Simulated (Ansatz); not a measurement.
# A strain series on LiF (Fm-3m): isotropic on every length

A 2-atom cell of LiF started from a crystallographic database, relaxed with r2SCAN in the PAW code Ansatz, then strained (isotropic on every length; changes of length per length, axes as in the cell below) with the atoms relaxed again within the symmetry that is left. Space group Fm-3m (No. 225), cubic; a = 3.990 Å in the conventional setting, 7.94 Å³ an atom. Li has 6 F at 1.99 Å; F has 6 Li at 1.99 Å. Calculated for a static, non-magnetic cell.

```
CELL_PARAMETERS angstrom
0.00000 1.99487 1.99487
1.99487 0.00000 1.99487
1.99487 1.99487 0.00000
ATOMIC_POSITIONS crystal
Li 0.00000 0.00000 0.00000
F 0.50000 0.50000 0.50000
```

Gaps are the least over each mesh (PBE 10×10×10, r2SCAN 10×10×10, HSE06 8×8×8 when unstrained) and the special points, which keep their unstrained names; stress is the change from the unstrained cell, compression positive.

| strain (%) | gap, PBE (eV) | gap, r2SCAN (eV) | gap, HSE06 (eV) | edges, HSE06 | mean stress, r2SCAN (GPa) | energy rise, r2SCAN (meV/atom) |
| --- | --- | --- | --- | --- | --- | --- |
| -3.77 | 10.488 | 11.528 | 12.897 | (-0.073, 0, 0.068) → Γ | +11.41 | 28.0 |
| -0.97 | 9.621 | 10.617 | 11.969 | Γ | +2.41 | 1.7 |
| 0.0 | 9.347 | 10.330 | 11.674 | Γ–K (0.17) → Γ | 0.00 | 0.0 |

Q: Estimate the row for a strain of +5.45 %.

A:

| strain (%) | gap, PBE (eV) | gap, r2SCAN (eV) | gap, HSE06 (eV) | edges, HSE06 | mean stress, r2SCAN (GPa) | energy rise, r2SCAN (meV/atom) |
| --- | --- | --- | --- | --- | --- | --- |
| +5.45 | 8.018 | 8.944 | 10.245 | Γ | -8.82 | 43.1 |

Between zero and the nearest strains the slope of the HSE06 gap against strain is -0.303 eV per percent for negative and -0.262 for positive strain.

Where an edge lies off the special points, it is a point of the mesh or the k point where a search put PBE's edge or least direct gap, reused for the other functionals, whose own edges may lie a little apart.

Coordinates of k points refer to the reciprocal vectors of the primitive cell of the runs.

The meshes of the hybrids are coarse, so their gaps aren't converged to the digits shown.
